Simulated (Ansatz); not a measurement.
The system is Co.

```xyz
4
Lattice="2.4706 0.0000 0.0000 -1.2353 2.1396 0.0000 0.0000 0.0000 8.0882" Properties=species:S:1:pos:R:3 pbc="T T T"
Co    1.2353    0.7132    6.0662
Co    0.0000    0.0000    4.0441
Co    0.0000    1.4264    2.0221
Co    0.0000    0.0000    0.0000
```

Base run:

```yaml
Program: Ansatz 0.2.0
Functional: BLYP
Potentials_or_basis: Ansatz PAW
Cutoff: "420 eV (not typed: the program's choice for these potentials)"
k_mesh: 12 × 12 × 4
Occupations: fermi-dirac, width 0.05 eV
Spin: collinear spin, ferromagnetic start
Starting_moments: "[2.0, 2.0, 2.0, 2.0] μB"
```

Its results: band gap on the k mesh none (metal or under the smearing width); pressure 13.9 GPa; net moment 6.45 μB per cell; site moments Co +1.68, +1.66 μB.

Q: After a change of settings the same cell gave: band gap on the k mesh none (metal or under the smearing width); pressure -5.7 GPa; net moment 6.59 μB per cell; site moments Co +1.72, +1.70 μB. Which change was it?
A. functional from BLYP to r2SCANh; cutoff from 420 eV (not typed: the program's choice for these potentials) to 500 eV (not typed: the program's choice for these potentials); k mesh from 12 × 12 × 4 to 6 × 6 × 2
B. functional from BLYP to r2SCAN0; cutoff from 420 eV (not typed: the program's choice for these potentials) to 500 eV (not typed: the program's choice for these potentials); k mesh from 12 × 12 × 4 to 6 × 6 × 2
C. functional from BLYP to PBE; occupations from fermi-dirac, width 0.05 eV to gaussian, width 0.012 eV
D. functional from BLYP to PBEsol

A: D.

PBEsol binds more tightly than BLYP, so the same cell stands under less pressure.

Caveats: the PAW data sets come from PBE, with cores solved anew for the run's functional, which leaves a small shift of forces and pressure.
